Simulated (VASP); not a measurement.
# FH in VASP: settings compared, part 2 of 3

VASP 6.6.1. Earlier steps stand in the parts before.

### 3 Vibrations by finite differences, PBE+D3(BJ)

INCAR

```
SYSTEM = HF
ALGO = Normal ; EDIFF = 1E-7
ENCUT = 400 ; GGA = PE
IBRION = 5 ; ISIF = 2
ISMEAR = 0 ; ISYM = 0
IVDW = 12 ; LASPH = .True.
LCHARG = .False. ; LREAL = .False.
LWAVE = .False. ; NELM = 60
NFREE = 2 ; NSW = 1
POTIM = 0.015 ; PREC = Accurate
SIGMA = 0.01
```

KPOINTS

```
k-points
0
Gamma
  1 1 1
  0 0 0
```

POSCAR

```
HF                                      
1.0
   11.3060747373      0.0000000000      0.0000000000
    0.0000000000     11.8060747373      0.0000000000
    0.0000000000      0.0000000000     12.3060747373
  F               H             
     1     1
Selective dynamics
Direct
0.5035393552999992  0.4846787687000003  0.5327510906000015  T T T
0.4964207051117592  0.5240202393530928  0.4668686482303113  T T T
```

Potentials or basis: VASP PAW PBE potentials, release 64 (F, H).

The run is started by

```sh
cat potpaw_PBE.64/F/POTCAR potpaw_PBE.64/H/POTCAR > POTCAR
mpirun -np 1 vasp_gam > vasp.out
```

OUTCAR:

```text
SYSTEM = HF
   EDIFF = 1E-7
   ENCUT = 400
   GGA = PE
   IBRION = 5
   ISIF = 2
   ISMEAR = 0
   ISYM = 0
   IVDW = 12
   LASPH = .True.
   LREAL = .False.
   NELM = 60
   NFREE = 2
   NSW = 1
   POTIM = 0.015
   PREC = Accurate
 IVDW          = 12

 ion  position               nearest neighbor table
   1  0.504  0.485  0.533-   2 0.94
   2  0.496  0.524  0.467-   1 0.94

IMPORTANT INFORMATION: All symmetrisations will be switched off!
NOSYMM: (Re-)initialisation of all symmetry stuff for point group C_1.

----------------------------------------------------------------------------------------

                                     Primitive cell

  volume of cell :    1642.6193

  direct lattice vectors                    reciprocal lattice vectors
    11.306074737  0.000000000  0.000000000     0.088448027  0.000000000  0.000000000
     0.000000000 11.806074737  0.000000000     0.000000000  0.084702157  0.000000000
     0.000000000  0.000000000 12.306074737     0.000000000  0.000000000  0.081260680

  length of vectors
    11.306074737 11.806074737 12.306074737     0.088448027  0.084702157  0.081260680

  position of ions in fractional coordinates (direct lattice)
     0.503539355  0.484678769  0.532751091
     0.496420705  0.524020239  0.466868648

  ion indices of the primitive-cell ions
   primitive index   ion index
                 1           1
                 2           2

----------------------------------------------------------------------------------------

 KPOINTS: k-points

Automatic generation of k-mesh.
 Grid dimensions read from file:
 generate k-points for:    1    1    1

 Generating k-lattice:

  Cartesian coordinates                     Fractional coordinates (reciprocal lattice)
     0.088448027  0.000000000  0.000000000     1.000000000  0.000000000  0.000000000
[... 71 lines left out ...]
 maximum number of plane-waves:     14950
 NGX is ok and might be reduce to    80
   NGX = 37   NGY = 39   NGZ = 41

--------------------------------------- Ionic step        1  -------------------------------------------

 number of electron       8.0000006 magnetization

 Free energy of the ion-electron system (eV)
  ---------------------------------------------------
  ext. energy  EPLUGINS =         0.00000000
  ---------------------------------------------------
  free energy    TOTEN  =        -7.89868333 eV

  energy without entropy =       -7.89868333  energy(sigma->0) =       -7.89868333

------------------------ aborting loop because EDIFF is reached ----------------------------------------

 Edisp (eV)   -0.00310

 E8    (eV) :    -0.0007
[... 105 lines left out ...]
  FREE ENERGIE OF THE ION-ELECTRON SYSTEM (eV)
  ---------------------------------------------------
  free  energy   TOTEN  =        -7.9017581029 eV

  energy  without entropy=       -7.9017581029  energy(sigma->0) =       -7.90175810

[... ionic steps 4 to 10 ...]

--------------------------------------- Ionic step       11  -------------------------------------------

 number of electron       8.0000006 magnetization

------------------------ aborting loop because EDIFF is reached ----------------------------------------
[... 75 lines left out ...]
--------------------------------------- Ionic step       13  -------------------------------------------

 number of electron       8.0000007 magnetization

 Free energy of the ion-electron system (eV)
  ---------------------------------------------------
  ext. energy  EPLUGINS =         0.00000000
  ---------------------------------------------------
  free energy    TOTEN  =        -7.89411707 eV

  energy without entropy =       -7.89411707  energy(sigma->0) =       -7.89411707

 E-fermi :  -9.4137     XC(G=0):  -0.3083

 val. band max:       -9.5377463702   @ k =   0.0000   0.0000   0.0000
 cond. band min:      -1.0989462114   @ k =   0.0000   0.0000   0.0000
 fundamental gap:      8.4388001588
 Fermi energy:        -9.4137025126

 k-point     1 :       0.0000    0.0000    0.0000
  band No.  band energies     occupation
      1     -29.8848      2.00000
      2     -13.2495      2.00000
      3      -9.5379      2.00000
      4      -9.5377      2.00000
      5      -1.0989      0.00000
      6       0.1566      0.00000
      7       0.7930      0.00000
      8       0.8564      0.00000
[... 31 lines left out ...]
  FREE ENERGIE OF THE ION-ELECTRON SYSTEM (eV)
  ---------------------------------------------------
  free  energy   TOTEN  =        -7.8972173226 eV

  energy  without entropy=       -7.8972173226  energy(sigma->0) =       -7.89721732

 SECOND DERIVATIVES (NOT SYMMETRIZED)
 ------------------------------------
               1X          1Y          1Z          2X          2Y          2Z
  1X    -0.422725    2.369381   -4.135246    0.422725   -2.369381    4.135246
  1Y     2.372388  -13.766999   23.913826   -2.372388   13.766999  -23.913826
  1Z    -4.146337   23.975507  -41.813535    4.146337  -23.975507   41.813535
  2X     0.423635   -2.369874    4.138153   -0.423635    2.369874   -4.138153
  2Y    -2.372542   13.695575  -23.921248    2.372542  -13.695575   23.921248
  2Z     4.153795  -23.982453   41.804462   -4.153795   23.982453  -41.804462

 Eigenvectors and eigenvalues of the dynamical matrix
 ----------------------------------------------------

   1 f  =  119.956238 THz   753.707271 2PiTHz 4001.309392 cm-1   496.098914 meV
             X         Y         Z           dx          dy          dz
      5.693054  5.722154  6.556075    -0.019164    0.110776   -0.193342
      5.612570  6.186622  5.745320     0.083552   -0.482582    0.842683
[... 21 lines left out ...]
   6 f/i=    2.294186 THz    14.414797 2PiTHz   76.525815 cm-1     9.487988 meV
             X         Y         Z           dx          dy          dz
      5.693054  5.722154  6.556075    -0.011521   -0.137805    0.051306
      5.612570  6.186622  5.745320     0.071832   -0.865556   -0.473178
```

Wall time 18 min (1 thread of AMD EPYC 7R43 (Zen 3), shared host); peak memory 0.97 GiB.

Results:

* Highest phonon frequency at Γ, LO-TO splitting left out: 4001 cm⁻¹
* Most unstable mode: 77i cm⁻¹
* Dispersion energy per atom: -0.002 eV

Phonon frequencies in cm⁻¹ (negative: imaginary):
| q point | frequencies |
| --- | --- |
| (0.000, 0.000, 0.000) | -77 -4 0 27 61 4001 |

Caveat: the cutoff is under 1.25 times the usual one of these potentials, so pressure, stress and relaxed cells hold a basis-set (Pulay) error; some modes are imaginary.

### 4 Single point, PBE

INCAR

```
SYSTEM = HF
ALGO = Normal ; EDIFF = 1E-6
ENCUT = 400 ; GGA = PE
ISIF = 2 ; ISMEAR = 0
ISYM = 0 ; LASPH = .True.
LCHARG = .False. ; LREAL = .False.
LWAVE = .False. ; NELM = 60
PREC = Accurate ; SIGMA = 0.01
```

KPOINTS is that of step 3.

Edit POSCAR of step 3 so:

```diff
@@ -9,3 +9,3 @@
 Direct
-0.5035393552999992  0.4846787687000003  0.5327510906000015  T T T
-0.4964207051117592  0.5240202393530928  0.4668686482303113  T T T
+     0.5035393552999992    0.4846787687000003    0.5327510906000015   F   F   F
+     0.4964207051117592    0.5240202393530928    0.4668686482303113   T   T   T
```

The run is started by

```sh
cat potpaw_PBE.64/F/POTCAR potpaw_PBE.64/H/POTCAR > POTCAR
mpirun -np 1 vasp_gam > vasp.out
```

It took 1.8 min on 1 thread of AMD EPYC 7R43 (Zen 3), shared host; peak memory 0.87 GiB.

The run converged. Its results:

| Quantity | Value |
| --- | --- |
| Free energy | -7.8987 eV |
| Gap between the frontier levels | 8.53 eV |

Levels at points of the mesh, in eV from the valence-band top:
| k point | band 1 | band 2 | band 3 | band 4 | band 5 | band 6 | band 7 | band 8 |
| --- | --- | --- | --- | --- | --- | --- | --- | --- |
| (0.00, 0.00, 0.00) | -20.42 | -3.75 | 0.00 | 0.00 | 8.53 | 9.74 | 10.36 | 10.43 |

Caveat: the cutoff is under 1.25 times the usual one of these potentials, so pressure, stress and relaxed cells hold a basis-set (Pulay) error.

### 5 Single point, RPBE

Edit INCAR of step 4 so:

```diff
@@ -2,3 +2,3 @@
 ALGO = Normal ; EDIFF = 1E-6
-ENCUT = 400 ; GGA = PE
+ENCUT = 400 ; GGA = RP
 ISIF = 2 ; ISMEAR = 0
```

KPOINTS is that of step 4.

POSCAR is that of step 4.

Potentials or basis: VASP PAW PBE potentials, release 64 (F, H).

The run is started by

```sh
cat potpaw_PBE.64/F/POTCAR potpaw_PBE.64/H/POTCAR > POTCAR
mpirun -np 1 vasp_gam > vasp.out
```

OUTCAR:

```text
SYSTEM = HF
   EDIFF = 1E-6
   ENCUT = 400
   GGA = RP
   ISIF = 2
   ISMEAR = 0
   ISYM = 0
   LASPH = .True.
   LREAL = .False.
   NELM = 60
   PREC = Accurate

 ion  position               nearest neighbor table
   1  0.504  0.485  0.533-   2 0.94
   2  0.496  0.524  0.467-   1 0.94

IMPORTANT INFORMATION: All symmetrisations will be switched off!
NOSYMM: (Re-)initialisation of all symmetry stuff for point group C_1.

----------------------------------------------------------------------------------------

                                     Primitive cell

  volume of cell :    1642.6193

  direct lattice vectors                    reciprocal lattice vectors
    11.306074737  0.000000000  0.000000000     0.088448027  0.000000000  0.000000000
     0.000000000 11.806074737  0.000000000     0.000000000  0.084702157  0.000000000
     0.000000000  0.000000000 12.306074737     0.000000000  0.000000000  0.081260680

  length of vectors
    11.306074737 11.806074737 12.306074737     0.088448027  0.084702157  0.081260680

  position of ions in fractional coordinates (direct lattice)
     0.503539355  0.484678769  0.532751091
     0.496420705  0.524020239  0.466868648
[... 99 lines left out ...]
  free energy    TOTEN  =        -7.85433370 eV

  energy without entropy =       -7.85433370  energy(sigma->0) =       -7.85433370

 E-fermi :  -9.4629     XC(G=0):  -0.3145

 val. band max:       -9.5198024125   @ k =   0.0000   0.0000   0.0000
 cond. band min:      -1.1297440794   @ k =   0.0000   0.0000   0.0000
 fundamental gap:      8.3900583331
 Fermi energy:        -9.4629103106

 k-point     1 :       0.0000    0.0000    0.0000
  band No.  band energies     occupation
      1     -30.0573      2.00000
      2     -13.2934      2.00000
      3      -9.5200      2.00000
      4      -9.5198      2.00000
      5      -1.1297      0.00000
      6       0.1663      0.00000
      7       0.7668      0.00000
      8       0.8265      0.00000

------------------------ aborting loop because EDIFF is reached ----------------------------------------

  FORCE on cell =-STRESS in cart. coord.  units (eV):
  Direction    XX          YY          ZZ          XY          YZ          ZX
  --------------------------------------------------------------------------------------
  -------------------------------------------------------------------------------------
  Total       -1.2725560     -1.2370562     -1.1525182     -0.0083974     -0.0876354      0.0153807
  in kB       -1.2412251     -1.2065993     -1.1241428     -0.0081907     -0.0854778      0.0150020
  external PRESSURE =      -1.1906557 kB  Pullay stress =       0.0000000 kB

 VOLUME and BASIS-vectors are now :
 -----------------------------------------------------------------------------
  energy-cutoff  :      400.00
  volume of cell :     1642.62
      direct lattice vectors                 reciprocal lattice vectors
    11.306074737  0.000000000  0.000000000     0.088448027  0.000000000  0.000000000
     0.000000000 11.806074737  0.000000000     0.000000000  0.084702157  0.000000000
     0.000000000  0.000000000 12.306074737     0.000000000  0.000000000  0.081260680

 POSITION                                       TOTAL-FORCE (eV/Angst)
 -----------------------------------------------------------------------------------
      5.69305      5.72215      6.55607        -0.000960      0.000391     -0.002573
      5.61257      6.18662      5.74532         0.000960     -0.000391      0.002573
 -----------------------------------------------------------------------------------
    total drift:                                0.000015     -0.000539     -0.002045

  FREE ENERGIE OF THE ION-ELECTRON SYSTEM (eV)
  ---------------------------------------------------
  free  energy   TOTEN  =        -7.8543336960 eV

  energy  without entropy=       -7.8543336960  energy(sigma->0) =       -7.85433370
```

It took 1.8 min on 1 thread of AMD EPYC 7R43 (Zen 3), shared host; peak memory 0.86 GiB.

Results:

* Free energy: -7.8543 eV
* Gap between the frontier levels: 8.39 eV

Forces on the atoms (eV/Å):
```
F   -0.001  0.000 -0.003
H    0.001  0.000  0.003
```

Caveat: the cutoff is under 1.25 times the usual one of these potentials, so pressure, stress and relaxed cells hold a basis-set (Pulay) error; the PAW data sets were made with another functional, which shifts forces and pressure a little. Expect the measured gap to be larger: semilocal functionals such as RPBE lack the derivative discontinuity.

[end of part 2 of 3]
